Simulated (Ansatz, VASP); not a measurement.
Two plane-wave programs on La2O3

INCAR

```
ALGO = Normal ; EDIFF = 1E-7
ENCUT = 520 ; GGA = PS
ISIF = 2 ; ISMEAR = -1
KPAR = 2 ; LASPH = True
LCHARG = False ; LREAL = False
LWAVE = False ; NBANDS = 28
NELM = 100 ; PREC = Accurate
SIGMA = 0.05
```

Contents of KPOINTS:

```
k-points
0
Gamma
  8 8 5
```

Contents of POSCAR:

```
La2O3
1.0
    3.9307778780      0.0000000000      0.0000000000
   -1.9653889390      3.4041534990      0.0000000000
    0.0000000000      0.0000000000      6.1119535200
La O
2 3
Direct
    0.3333333333      0.6666666667      0.2462356800
    0.6666666667      0.3333333333      0.7537643200
    0.0000000000      0.0000000000      0.0000000000
    0.3333333333      0.6666666667      0.6458906500
    0.6666666667      0.3333333333      0.3541093500
```

Contents of input.yaml:

```yaml
crystal:
  lattice:
    - [3.930777878, 0.0, 0.0]
    - [-1.965388939, 3.404153499, 0.0]
    - [0.0, 0.0, 6.11195352]
  atoms:
    - { symbol: La, position: [0.3333333333, 0.6666666667, 0.24623568] }
    - { symbol: La, position: [0.6666666667, 0.3333333333, 0.75376432] }
    - { symbol: O, position: [0.0, 0.0, 0.0] }
    - { symbol: O, position: [0.3333333333, 0.6666666667, 0.64589065] }
    - { symbol: O, position: [0.6666666667, 0.3333333333, 0.35410935] }
hamiltonian:
  xc: pbesol
  pseudopotentials: { kind: paw }
kpoints:
  mp_grid: { grid: [8, 8, 5] }
  band_path:
    path:
      - [[0.0, 0.0, 0.0], [0.5, 0.0, 0.0], [0.3333333333, 0.3333333333, 0.0], [0.0, 0.0, 0.0], [0.0, 0.0, 0.5], [0.5, 0.0, 0.5], [0.3333333333, 0.3333333333, 0.5], [0.0, 0.0, 0.5]]
      - [[0.5, 0.0, 0.5], [0.5, 0.0, 0.0]]
      - [[0.3333333333, 0.3333333333, 0.0], [0.3333333333, 0.3333333333, 0.5]]
    npoints: 14
scf:
  occupations: { method: fermi_dirac, width: 0.05 }
  n_extra_bands: 12
output:
  forces: true
  stress: true
  eigenvalues: true
  fatbands: false
```

The cell is a database's computed one.

Alike in both runs: functional PBEsol; k mesh 8 × 8 × 5; occupations fermi-dirac, width 0.05 eV; no spin polarisation.

```csv
,VASP,Ansatz
version,VASP 6.6.1,Ansatz 0.2.0
potentials or method,"VASP PAW PBE potentials, release 64 (La, O)",Ansatz PAW
plane-wave cutoff (eV),520,420
valence electrons in the cell,40,40
task,single point,band structure
```

|  | VASP | Ansatz | Ansatz less VASP |
| --- | --- | --- | --- |
| gap on the k mesh at the Fermi level (eV) | 3.83 | 3.81 | -0.023 |
| least direct gap on the mesh (eV) | 3.98 | 3.96 | -0.013 |
| pressure (GPa) | -3.2 | -3.0 | +0.18 |
| largest component of the traceless stress (GPa) | 0.26 | 0.24 | -0.018 |
| rms of the force components (eV/Å) | 0.037 | 0.034 | -0.0029 |

Atom by atom the forces differ by 0.003 eV/Å (rms over components).

Caveats: spin-orbit coupling is left out, which moves the levels of the heavy elements; the PAW data sets were made with another functional, which shifts forces and pressure a little (VASP); an odd mesh through Γ misses points on the zone boundary, where band edges often lie (VASP); the pressure holds a Pulay correction of +0.5 GPa for the finite cutoff (Ansatz); the PAW data sets come from PBE, with cores solved anew for the run's functional, which leaves a small shift of forces and pressure (Ansatz). PBEsol gaps usually lie below the measured ones, often by a third to a half.
